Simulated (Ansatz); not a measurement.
The cell below belongs to a search over invented structures; it isn't taken from experiment.

Input and command of a plane-wave DFT calculation in Ansatz:

```yaml
crystal:
  lattice:
    - [-3.23618026, 3.76582177, 2.63729889]
    - [3.23618026, -3.76582177, 2.63729889]
    - [3.23618026, 3.76582177, -2.63729889]
  atoms:
    - { symbol: B, position: [0.34490753, 0.39600259, 0.74091012] }
    - { symbol: B, position: [0.15509247, 0.89600259, 0.05109506] }
    - { symbol: B, position: [0.84490753, 0.10399741, 0.94890494] }
    - { symbol: B, position: [0.65509247, 0.60399741, 0.25908988] }
    - { symbol: B, position: [0.75, 0.25, 0.5] }
    - { symbol: B, position: [0.25, 0.75, 0.5] }
    - { symbol: P, position: [0.34490753, 0.10399741, 0.44890494] }
    - { symbol: P, position: [0.15509247, 0.60399741, 0.75908988] }
    - { symbol: P, position: [0.25, 0.25, 0.0] }
    - { symbol: P, position: [0.75, 0.75, 0.0] }
    - { symbol: P, position: [0.84490753, 0.39600259, 0.24091012] }
    - { symbol: P, position: [0.65509247, 0.89600259, 0.55109506] }
basis:
  ecutwfc: 420
kpoints:
  mp_grid: { grid: [4, 4, 4] }
hamiltonian:
  xc: pbe
scf:
  occupations: { method: gaussian, width: 0.1 }
  lower_state_search: "off"
output:
  forces: true
  stress: true
  eigenvalues: true
relax:
  adjacent_minimum: "off"
  f_tol: 0.04
  max_steps: 70
  cell: { stress_tol: 0.4 }
```

```bash
ansatz run input.yaml --threads 1 --pin off --max-ram 2560MiB --backend cpu --events-out ev --progress --plain --runs-dir out
```

Processor: Arm Neoverse V1, 1 thread, on a host shared with other jobs.

**Question.** How long does it run, and how much memory does it take?

**Answer.** About 63 s, peak memory 0.41 GiB. It solves 36 bands at 18 k points (after reduction by symmetry) with about 2903 plane waves (on the last cell), in 46 SCF iterations over 9 ionic steps.
